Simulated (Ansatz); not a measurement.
# LiF: the cost of one run

Computed with Ansatz 0.2.0 (DFT PBE, scalar-relativistic, plane waves, PAW, unless a step's input says otherwise).

1 further run of the same task is left out (set aside as unsound or not needed).

## (1) The structure to begin with

Symmetry: Fm-3m, No. 225, cubic system. The conventional cell has a = 4.069 Å, b = 4.069 Å, c = 4.069 Å, α = 90.00°, β = 90.00°, γ = 90.00°. Li (site symmetry m-3m) is surrounded by 6 F at 2.03 Å. Around F (site symmetry m-3m) lie 6 Li at 2.03 Å.

As a file:

```cif
data_structure
_symmetry_space_group_name_H-M 'Fm-3m'
_symmetry_Int_Tables_number 225
_cell_length_a 4.0688
_cell_length_b 4.0688
_cell_length_c 4.0688
_cell_angle_alpha 90.000
_cell_angle_beta 90.000
_cell_angle_gamma 90.000
_cell_volume 67.36
loop_
_atom_site_label
_atom_site_type_symbol
_atom_site_symmetry_multiplicity
_atom_site_Wyckoff_symbol
_atom_site_fract_x
_atom_site_fract_y
_atom_site_fract_z
_atom_site_occupancy
Li1 Li 4 b 0.50000 0.00000 0.00000 1
F1 F 4 a 0.00000 0.00000 0.00000 1
```

It is the end of an earlier relaxation with the same method, from a generated guess; it needn't be the stable form of this composition. At a tolerance of 0.02 Å it has space group Fm-3m (No. 225); it has 8.42 Å³/atom, an uncorrected energy of -2.95 eV/atom over the elements.

## (2) Electronic structure at the relaxed geometry

The input, input.yaml:

```yaml
crystal:
  lattice:
    - [0.0, 2.0343867978, 2.0343867978]
    - [2.0343867978, 0.0, 2.0343867978]
    - [2.0343867978, 2.0343867978, 0.0]
  atoms:
    - { symbol: Li, position: [0.5, 0.5, 0.5] }
    - { symbol: F, position: [0.0, 0.0, 0.0] }
basis:
  ecutwfc: 420
kpoints:
  mp_grid: { grid: [10, 10, 10] }
  band_path:
    path:
      - [[0.0, 0.0, 0.0], [0.5, 0.0, 0.5], [0.625, 0.25, 0.625]]
      - [[0.375, 0.375, 0.75], [0.0, 0.0, 0.0], [0.5, 0.5, 0.5], [0.5, 0.25, 0.75], [0.5, 0.0, 0.5]]
    npoints: 14
hamiltonian:
  xc: pbe
scf:
  occupations: { method: gaussian, width: 0.02 }
  n_extra_bands: 6
output:
  forces: true
  stress: true
  eigenvalues: true
  populations: true
  dos: { projected: true, de: 0.02, nscf_kmesh: { grid: [15, 15, 15] } }
  bader: true
  write_density: true
  write_potential: true
  elf: true
  volumetric_format: npy
```

Run with:

```bash
ansatz run input.yaml --threads 4 --pin off --max-ram 8192MiB --backend cpu --events-out ev --progress --plain --runs-dir out
```

Q: Estimate wall time and peak memory on 4 threads of Arm Neoverse V2, shared host.

About 2 s, with a peak of 0.26 GiB.
